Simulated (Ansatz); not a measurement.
Level of theory: Ansatz 0.2.0, DFT PBE, scalar-relativistic, plane waves, PAW. Cutoff 420 eV, Γ-centred meshes of about 0.25 Å⁻¹ or finer for metals and 0.3 Å⁻¹ for insulators (2π included), Gaussian smearing. No spin polarisation.

Relaxed structures of Al7N, with energies over the first row. Coordination counts Al atoms around N (those within 1.25 times the shortest such distance or 1.15 times the sum of covalent radii).

```tsv
#	form	sites	V (Å³/atom)	coordination	ΔE (meV/atom)
1	R-3m	Al 6c, 6c, 6c, 3b; N 3a	14.6	N 6	0
2	R-3	Al 18f, 3b; N 3a	14.9	N 6	122
```

A further structure, relaxed alike:

```
Al N
1.0
     1.48778    0.85897   16.24197
    -1.48778    0.85897   16.24197
     0.00000   -1.71794   16.24197
Al N
7 1
Direct
  0.21359 0.21359 0.21359
  0.92708 0.92708 0.92708
  0.63892 0.63892 0.63892
  0.35940 0.35940 0.35940
  0.07521 0.07521 0.07521
  0.78752 0.78752 0.78752
  0.50047 0.50047 0.50047
  0.67782 0.67782 0.67782
```

Problem. Where does it fall in the ranking, and at what energy?

Solution. It is the lowest, 56 meV/atom below row 1, with space group R3m (No. 160) and 15.6 Å³/atom. Counting Al atoms around N, this cell has N 4 and row 1 has N 6. Around Al on its first site lie 12 Al at 2.84–2.98 Å; around Al on its second site lie 12 Al at 2.79–2.98 Å; around Al on its third site lie 1 N at 1.90 Å and 3 Al at 2.79 Å; N is surrounded by 4 Al at 1.87–1.90 Å; 4 more sites not described.

Trial moments fell under 0.15 μB along the way in R3m, R-3m and R-3; another start might hold them. With atoms moved at random, the further cell came back. Row 1 and row 2 had no clear such test and can be saddle points. Some types were kept out of the candidates beforehand, so the set may lack a known form.
